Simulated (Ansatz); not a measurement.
InPd: equation of state with PBEsol

Crystal: InPd.

```
In Pd
1.0
     3.27188    0.00000    0.00000
     0.00000    3.27188    0.00000
     0.00000    0.00000    3.27188
In Pd
1 1
Direct
  0.00000 0.00000 0.00000
  0.50000 0.50000 0.50000
```

The cell comes from a database or a generator and needn't be the stable form of this composition.

| Property | Result |
| --- | --- |
| Program | Ansatz 0.2.0 |
| Task | equation of state |
| Functional | PBEsol |
| Potentials or basis | Ansatz PAW earlier set |
| Cutoff | 710 eV |
| Density cutoff | 2840 eV |
| k mesh | 8 × 8 × 8 |
| Occupations | fermi-dirac, width 0.05 eV |
| Spin | no spin polarisation |

The equilibrium volume is 17.12 Å³/atom. The bulk modulus is 138 GPa and the pressure derivative of the bulk modulus is 5.5.

Energy against volume, from the lowest point:
```
volume (Å³/atom)  energy (meV/atom)
          16.462              11.69
          16.813               2.37
          17.163               0.00
          17.513               3.71
          17.863              12.74
          18.214              26.46
          18.564              44.23
```

All runs of the series together: 28 s on 2 threads of Arm Neoverse N1 (shared host).
